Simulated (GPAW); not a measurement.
# ZnS (Wurtzite-2H) (P6_3mc) in GPAW: further runs

Aim: see how the results for ZnS (Wurtzite-2H) move with the level of theory and the settings. Levels: r4SCAN, revTPSS. Tasks: band structure.

All numbers are computed with GPAW 26.7.0; they aren't measurements. Logs are shortened: lines on timing, memory, paths and dates and some standing lists are left out, and cuts for length are marked. The log counts tension as positive stress, the text compression.

**What was measured.**

From a printed reference work, monograph, for a bulk crystal of ZnS at 4 K: band gap 3.911 eV (direct).

The results are compared with them further down.

**1. The crystal as given**

Symmetry: P6_3mc, No. 186, hexagonal system. The conventional cell has a = 3.811 Å, b = 3.811 Å, c = 6.234 Å, α = 90.00°, β = 90.00°, γ = 120.00°. Zn (site symmetry 3m) has 4 S at 2.31 to 2.40 Å as nearest neighbours. Around S (site symmetry 3m) lie 4 Zn at 2.31 to 2.40 Å.

**2. Band structure, r4SCAN**

Input file run.py:

```python
from ase.dft.bandgap import bandgap
from ase.io import read, write
from ase.units import GPa
from gpaw import GPAW, PW

atoms = read('ZnS.cif')

calc = GPAW(mode=PW(600),
            xc='MGGA_X_R4SCAN+MGGA_C_R2SCAN',
            kpts={'size': (6, 6, 3), 'gamma': True},
            occupations={'name': 'fermi-dirac', 'width': 0.05},
            nbands=31,
            convergence={'density': 1e-05, 'energy': 1e-05},
            maxiter=150,
            txt='gpaw.txt')
atoms.calc = calc
energy = atoms.get_potential_energy()
forces = atoms.get_forces()
stress = atoms.get_stress()
calc.write('gs.gpw')
write('result.traj', atoms)
print(f'Energy: {energy:.6f} eV')
print('Forces (eV/A):')
print(forces.round(4))
print('Stress (GPa):', (stress / GPa).round(3))
print('Fermi level:', round(calc.get_fermi_level(), 4), 'eV')
print(f'Gap: {bandgap(calc)[0]:.4f} eV, direct: {bandgap(calc, direct=True)[0]:.4f} eV')

path = atoms.cell.bandpath('GMKGALHA,LM,KH', npoints=80, eps=1e-4)
bs_calc = calc.fixed_density(kpts=path, symmetry='off', nbands=48,
                             convergence={'bands': 'CBM+6.0', 'eigenstates': 1e-6}, txt='bands.txt')
bs = bs_calc.band_structure()
bs.write('bs.json')
print(f'Gap on the path: {bandgap(bs_calc)[0]:.4f} eV')
```

Input file ZnS.cif:

```cif
data_ZnS
_cell_length_a 3.81100000
_cell_length_b 3.81100000
_cell_length_c 6.23400000
_cell_angle_alpha 90.00000000
_cell_angle_beta 90.00000000
_cell_angle_gamma 120.00000000
_space_group_name_H-M_alt 'P6_3mc'
_space_group_name_Hall 'P 6c -2c'
_space_group_IT_number 186
loop_
_space_group_symop_operation_xyz
'x,y,z'
'x-y,x,z+1/2'
'-y,x-y,z'
'-x,-y,z+1/2'
'-x+y,-x,z'
'y,-x+y,z+1/2'
'y,x,z+1/2'
'x,x-y,z'
'x-y,-y,z+1/2'
'-y,-x,z'
'-x,-x+y,z+1/2'
'-x+y,y,z'
loop_
_atom_site_label
_atom_site_type_symbol
_atom_site_symmetry_multiplicity
_atom_site_Wyckoff_symbol
_atom_site_fract_x
_atom_site_fract_y
_atom_site_fract_z
_atom_site_occupancy
Zn1 Zn 2 b 0.6666666667 0.3333333333 0.5000000000 1
S1 S 2 b 0.6666666667 0.3333333333 0.8850000000 1
```

Potentials or basis: GPAW PAW data sets (gpaw-data 1.2.1), pw.

Run with:

```console
$ OMP_NUM_THREADS=1 python run.py
```

gpaw.txt:

```text
__  _  _
 | _ |_)|_||  |
 |__||  | ||/\| - 26.7.0

Input parameters:
  mode=PW(ecut=600.0),
  convergence={'density': 1e-05, 'energy': 1e-05},
  kpts=MonkhorstPack(size=(6, 6, 3), gamma=True),
  maxiter=150,
  nbands=31,
  occupations=Occupations(name='fermi-dirac', width=0.05),
  xc=XC(name='MGGA_X_R4SCAN+MGGA_C_R2SCAN')

Diagonalizing LCAO Hamiltonian
Converting LCAO to pw mode

            S

            Zn
        S

        Zn

Atoms  # Å, Bohr magnetons
|   | symbol |        x |        y |        z |    initial magnetic moments |
|---|--------|----------|----------|----------|-----------------------------|
| 0 |     Zn | 1.905500 | 1.100141 | 3.117000 | ( 0.0000,  0.0000,  0.0000) |
| 1 |     Zn | 0.000000 | 2.200282 | 0.000000 | ( 0.0000,  0.0000,  0.0000) |
| 2 |      S | 1.905500 | 1.100141 | 5.517090 | ( 0.0000,  0.0000,  0.0000) |
| 3 |      S | 0.000000 | 2.200282 | 2.400090 | ( 0.0000,  0.0000,  0.0000) |

Unit cell  # Å
| periodic |         x |        y |        z |  lengths |     angles |
|----------|-----------|----------|----------|----------|------------|
|      yes |  3.811000 | 0.000000 | 0.000000 | 3.811000 |  90.000000 |
|      yes | -1.905500 | 3.300423 | 0.000000 | 3.811000 |  90.000000 |
|      yes |  0.000000 | 0.000000 | 6.234000 | 6.234000 | 120.000000 |

Number of symmetries: 6
Symmetry operations  # r_c * U_cc + t_c -> r_c
|   | kind |            matrix            |
|---|------|------------------------------|
| 0 |  σ   |  1, 1, 0,  0,-1, 0,  0, 0, 1 |
| 1 |  E   |  1, 0, 0,  0, 1, 0,  0, 0, 1 |
| 2 |  C3  |  0, 1, 0, -1,-1, 0,  0, 0, 1 |
| 3 |  σ   |  0,-1, 0, -1, 0, 0,  0, 0, 1 |
| 4 |  σ   | -1, 0, 0,  1, 1, 0,  0, 0, 1 |
| 5 |  C3  | -1,-1, 0,  1, 0, 0,  0, 0, 1 |

BZ-sampling:
  Number of BZ points: 108
  Number of IBZ points: 17

  Monkhorst-Pack size: [6, 6, 3]
  Monkhorst-Pack shift: [0.08333333333333333, 0.08333333333333333, 0.0]

K-points  # in reciprocal-cell coordinates
|     |                                coordinates |     weight |
|-----|--------------------------------------------|------------|
|   0 | (  0.00000000,   0.00000000,   0.00000000) | 0.00925926 |
|   1 | (  0.00000000,   0.00000000,   0.33333333) | 0.01851852 |
|   2 | (  0.16666667,   0.00000000,  -0.33333333) | 0.05555556 |
|   3 | (  0.16666667,   0.00000000,   0.00000000) | 0.05555556 |
|   4 | (  0.16666667,   0.00000000,   0.33333333) | 0.05555556 |
|   5 | (  0.33333333,  -0.16666667,   0.00000000) | 0.05555556 |
|   6 | (  0.33333333,  -0.16666667,   0.33333333) | 0.11111111 |
|   7 | (  0.33333333,   0.00000000,  -0.33333333) | 0.05555556 |
|   8 | (  0.33333333,   0.00000000,   0.00000000) | 0.05555556 |
|   9 | (  0.33333333,   0.00000000,   0.33333333) | 0.05555556 |
| ... |                                            |            |
|  16 | (  0.50000000,   0.50000000,   0.33333333) | 0.05555556 |

Plane wave coefficients: 2641
Cutoff: 600.0 eV

Spin-components: 1 (collinear spins)
Bands:           31
Projectors:      22
Spin-degeneracy: 2
Datatype:        complex128

Parallelization:
  kpt:    1
  domain: 1
  band:   1

Density:
  Valence electrons: 36.0
  Components: 1
  Grid points: [24 24 36]
  Charge: 0.0  # |e|

Potential:
  Grid points: [24 24 36]

species:
  Zn:
    name:    Zinc
    Z:       30.0
    valence: 12
    core:    18
    charge:  0.0  # [|e|]
    compensation charges:
      type: gauss
      rc: 0.37  # [Å]
      lmax: 2
    cutoffs:
      filter: 2.14  # [Å]
      core: 2.28  # [Å]
    projectors
    | kind |    occ | energy [eV] | rcut [Å] |
    |------|--------|-------------|----------|
    |   4s |  2.000 |      -5.977 |    1.286 |
    |   4p |  0.000 |      -1.117 |    1.270 |
    |   3d | 10.000 |     -10.142 |    1.180 |
    |    s |        |      21.234 |    1.286 |
    |    p |        |      26.095 |    1.270 |
    |    d |        |      17.070 |    1.180 |

    Using partial waves for Zn as LCAO basis

  S:
    name:    Sulfur
    Z:       16.0
    valence: 6
    core:    10
    charge:  0.0  # [|e|]
    compensation charges:
      type: gauss
      rc: 0.24  # [Å]
      lmax: 2
    cutoffs:
      filter: 1.77  # [Å]
      core: 1.66  # [Å]
    projectors
    | kind |    occ | energy [eV] | rcut [Å] |
    |------|--------|-------------|----------|
    |   3s |  2.000 |     -17.254 |    0.974 |
    |   3p |  4.000 |      -7.008 |    0.979 |
    |    s |        |       9.957 |    0.974 |
    |    p |        |      20.203 |    0.979 |
    |    d |        |       0.000 |    0.900 |

    Using partial waves for S as LCAO basis

Reference energy: -119437.893101  # eV

eigensolver:
  PPCG
  Converge bands: occupied
  niter=2

density mixing:
  MSR1-Mixer
  Pratt-step length: 0.05
  Maximum mixing coefficient: 0.75
  Old densities: 10
  SVD Regularization: 0.005
  Good broyden scale: 1.0
  Trust region scale: 1.0
  Backstep threshold: 4.0
  History deletion threshold: 6.0
  Fourier metric: weight=20.0, sigma=0.015

occupation numbers:
  Fermi-Dirac:
    width: 0.0500  # eV

poisson solver:
  ecut: 4800.0  # eV

xc functional:
  name: MGGA_X_R4SCAN+MGGA_C_R2SCAN with 2 nearest neighbor stencil

convergence criteria:
- Maximum integral of absolute [dens]ity change: 1e-05 electrons / valence electron
- Maximum [total energy] change in last 3 cyles: 1e-05 eV / valence electron
- Maximum integral of absolute [eigenst]ate change: 4e-08 eV^2 / valence electron
maximum number of iterations: 150

SCF iterations
|iter     | |      energy | eigst |  dens |
|---------|-|-------------|-------|-------|
|iter:   1| |  -44.885723 | +0.05 |       |
|iter:   2| |  -40.373885 | -0.90 | -1.26 |
|iter:   3| |-28235448.022849 | +6.48 | -1.23 |
|iter:   4| |  -25.568826 | +2.08 | +2.41 |
|iter:   5| |  -40.199336 | +0.62 | -0.61 |
|iter:   6| |  -40.193932 | -0.84 | -1.76 |
|iter:   7| |  -40.188118 | -2.40 | -1.97 |
|iter:   8| |  -40.185794 | -3.15 | -2.38 |
|iter:   9| |  -40.186056 | -3.59 | -2.83 |
|iter:  10| |  -40.186097c| -4.59 | -3.31 |
|iter:  11| |  -40.186096c| -5.81 | -3.87 |
|iter:  12| |  -40.186097c| -6.04 | -4.04 |
|iter:  13| |  -40.186097c| -6.25 | -4.24 |
|iter:  14| |  -40.186097c| -7.45c| -5.21c|

Converged in 14 steps
Energy contributions relative to reference atoms: (reference = -119437.893101)

Energy contributions:
  Kinetic:          40.638909
  Coulomb:         -34.753263
  Zero:             -0.075773
  External:          0.000000
  Xc:              -45.995970
  Entropy:          -0.000000
  Spinorbit:         0.000000
  ----------------------------
  Free energy:     -40.186097
  Extrapolated:    -40.186097

dipole moment: (-0.000007, 0.000005, -7.372741)  # |e|*Ang

Fermi level: 5.362
Eigenvalues  # (at kpt = [0.000, 0.000, 0.000])
| band index |      eig [eV] | occ [0-2] |
|------------|---------------|-----------|
|          0 |       -10.207 |     2.000 |
|        ... |               |           |
|         10 |        -2.397 |     2.000 |
|         11 |        -2.241 |     2.000 |
|         12 |        -1.765 |     2.000 |
|         13 |         2.642 |     2.000 |
|         14 |         2.642 |     2.000 |
|         15 |         3.514 |     2.000 |
[... 8 lines left out ...]
|         24 |        11.606 |     0.000 |
|         25 |        13.406 |     0.000 |
|        ... |               |           |
|         30 |        16.305 |     0.000 |

Gap: 2.755 eV
Transition (v -> c):
  (s=0, k=0, n=17, [0.00, 0.00, 0.00]) -> (s=0, k=0, n=18, [0.00, 0.00, 0.00])
No difference between direct/indirect transitions

Forces  # eV/Ang
|        x |        y |        z |
|----------|----------|----------|
|  0.00000 | -0.00000 |  0.31159 |  # Zn   0
| -0.00000 |  0.00000 |  0.31144 |  # Zn   1
| -0.00000 | -0.00000 | -0.32530 |  # S    2
|  0.00000 |  0.00000 | -0.32507 |  # S    3

Stress tensor  # eV/Ang^3
|         x |         y |         z |
|-----------|-----------|-----------|
|  0.001852 | -0.000000 | -0.000000 |
| -0.000000 |  0.001852 |  0.000000 |
| -0.000000 |  0.000000 |  0.012859 |

# Writing to gs.gpw (mode='')
```

Run time: 8.1 min. Hardware: 1 thread of Arm Neoverse V1, shared host; peak memory 0.53 GiB.

Results:

```
Free energy             : -40.1861 eV
Pressure                : -0.9 GPa
Largest force           : 0.325 eV/Å
Band gap on the k mesh  : 2.75 eV, direct
Band gap along the path : 2.75 eV, direct
```

Forces in eV/Å, atoms in the order of the input:
```
Zn   0.000  0.000  0.312
Zn   0.000  0.000  0.311
S    0.000  0.000 -0.325
S    0.000  0.000 -0.325
```

Levels at the corners of the path, in eV from the valence-band top:
```tsv
point	band 14	band 15	band 16	band 17	band 18	band 19	band 20	band 21	band 22	band 23
Γ	-0.89	-0.89	-0.02	-0.02	0.00	2.75	3.44	6.71	6.71	7.03
M	-4.30	-3.24	-2.33	-1.60	-1.02	3.94	4.72	5.49	7.54	7.94
K	-4.44	-3.99	-2.28	-2.27	-2.27	4.73	6.43	6.43	8.25	8.41
Γ	-0.89	-0.89	-0.02	-0.02	0.00	2.75	3.44	6.71	6.71	7.03
A	-2.79	-0.47	-0.47	-0.47	-0.47	3.99	3.99	7.14	7.14	7.14
L	-5.00	-1.72	-1.72	-1.58	-1.58	3.98	3.98	5.53	5.53	9.47
H	-4.87	-3.21	-3.21	-1.30	-1.30	4.97	4.97	6.80	6.80	7.85
A	-2.79	-0.47	-0.47	-0.47	-0.47	3.99	3.99	7.14	7.14	7.14
L	-5.00	-1.72	-1.72	-1.58	-1.58	3.98	3.98	5.53	5.53	9.47
M	-4.30	-3.24	-2.33	-1.60	-1.02	3.94	4.72	5.49	7.54	7.94
K	-4.44	-3.99	-2.28	-2.27	-2.27	4.73	6.43	6.43	8.25	8.41
H	-4.87	-3.21	-3.21	-1.30	-1.30	4.97	4.97	6.80	6.80	7.85
```

Caveat: the PAW data sets were made with another functional, which shifts forces and pressure a little.

**3. Band structure, revTPSS**

run.py: that of step 2 with these lines changed.

```diff
@@ -1,3 +1,4 @@
+from ase import Atoms
 from ase.dft.bandgap import bandgap
-from ase.io import read, write
+from ase.io import write
 from ase.units import GPa
@@ -5,6 +6,14 @@
 
-atoms = read('ZnS.cif')
+atoms = Atoms(['Zn', 'Zn', 'S', 'S'],
+              cell=[[3.811, 0.0, 0.0],
+                    [-1.9055, 3.3004228138, 0.0],
+                    [0.0, 0.0, 6.234]],
+              scaled_positions=[[0.6666666667, 0.3333333333, 0.5],
+                                [0.3333333333, 0.6666666667, 0.0],
+                                [0.6666666667, 0.3333333333, 0.885],
+                                [0.3333333333, 0.6666666667, 0.385]],
+              pbc=True)
 
 calc = GPAW(mode=PW(600),
-            xc='MGGA_X_R4SCAN+MGGA_C_R2SCAN',
+            xc='MGGA_X_REVTPSS+MGGA_C_REVTPSS',
             kpts={'size': (6, 6, 3), 'gamma': True},
@@ -13,2 +22,3 @@
             convergence={'density': 1e-05, 'energy': 1e-05},
+            eigensolver='davidson',
             maxiter=150,
@@ -28,3 +38,3 @@
 
-path = atoms.cell.bandpath('GMKGALHA,LM,KH', npoints=80, eps=1e-4)
+path = atoms.cell.bandpath('GMKGALHA,LM,KH', npoints=60, eps=1e-4)
 bs_calc = calc.fixed_density(kpts=path, symmetry='off', nbands=48,
```

Potentials or basis: GPAW PAW data sets (gpaw-data 1.2.1), pw.

Run with:

```console
$ OMP_NUM_THREADS=1 python run.py
```

Wall time 8.8 min (1 thread of Arm Neoverse V1, shared host); peak memory 0.47 GiB.

It converged, with:

```yaml
Free_energy: -3.7986 eV
Pressure: 1.3 GPa
Largest_force: 0.315 eV/Å
Band_gap_on_the_k_mesh: 2.34 eV, direct
Band_gap_along_the_path: 2.34 eV, direct
```

Forces on the atoms (eV/Å):
```
Zn   0.000  0.000  0.315
Zn   0.000  0.000  0.315
S    0.000  0.000 -0.315
S    0.000  0.000 -0.315
```

Stress tensor (GPa, compression positive):
```
 2.08  0.00  0.00
 0.00  2.08  0.00
 0.00  0.00 -0.29
```

Levels at the corners of the path, in eV from the valence-band top:
| point | band 16 | band 17 | band 18 | band 19 | band 20 | band 21 |
| --- | --- | --- | --- | --- | --- | --- |
| Γ | -0.01 | 0.00 | 0.00 | 2.34 | 3.11 | 6.45 |
| M | -2.29 | -1.60 | -0.99 | 3.68 | 4.40 | 5.18 |
| K | -2.26 | -2.26 | -2.25 | 4.44 | 6.11 | 6.11 |
| Γ | -0.01 | 0.00 | 0.00 | 2.34 | 3.11 | 6.45 |
| A | -0.45 | -0.45 | -0.45 | 3.64 | 3.64 | 6.87 |
| L | -1.68 | -1.55 | -1.55 | 3.68 | 3.68 | 5.22 |
| H | -3.17 | -1.27 | -1.27 | 4.65 | 4.65 | 6.48 |
| A | -0.45 | -0.45 | -0.45 | 3.64 | 3.64 | 6.87 |
| L | -1.68 | -1.55 | -1.55 | 3.68 | 3.68 | 5.22 |
| M | -2.29 | -1.60 | -0.99 | 3.68 | 4.40 | 5.18 |
| K | -2.26 | -2.26 | -2.25 | 4.44 | 6.11 | 6.11 |
| H | -3.17 | -1.27 | -1.27 | 4.65 | 4.65 | 6.48 |

Caveat: the PAW data sets were made with another functional, which shifts forces and pressure a little.

**4. Against experiment**

Step 2. Against the measured gap of ZnS, 3.911 eV (direct; 4 K; a printed reference work, monograph), the calculated 2.75 eV is off by -1.16 eV. The value is that of r4SCAN, without temperature or zero-point motion.

Step 3. Measured gap of ZnS: 3.911 eV (direct; 4 K; a printed reference work, monograph). This calculation gives 2.34 eV (-1.57 eV). The value is that of revTPSS, without temperature or zero-point motion.
